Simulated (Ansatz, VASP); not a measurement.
**Two plane-wave programs on Zr**

```
Zr
1.0
    -1.85197    1.85197    1.85197
     1.85197   -1.85197    1.85197
     1.85197    1.85197   -1.85197
Zr
1
Direct
  0.00000 0.00000 0.00000
```

Alike in both runs: task single point; functional RPBE; k mesh 14 × 14 × 14; occupations fermi-dirac, width 0.1 eV; no spin polarisation.

|  | VASP | Ansatz |
| --- | --- | --- |
| version | VASP 6.6.1 | Ansatz 0.2.0 |
| potentials or method | VASP PAW PBE potentials, release 64 (Zr_sv) | plane waves (420 eV) with PAW, scalar-relativistic |
| plane-wave cutoff (eV) | 520 | 420 |
| valence electrons in the cell | 12 | 12 |

```csv
,VASP,Ansatz,Ansatz less VASP
pressure (GPa),-5.6,-5.7,0.00
```

Caveats: the PAW data sets were made with another functional, which shifts forces and pressure a little (VASP).
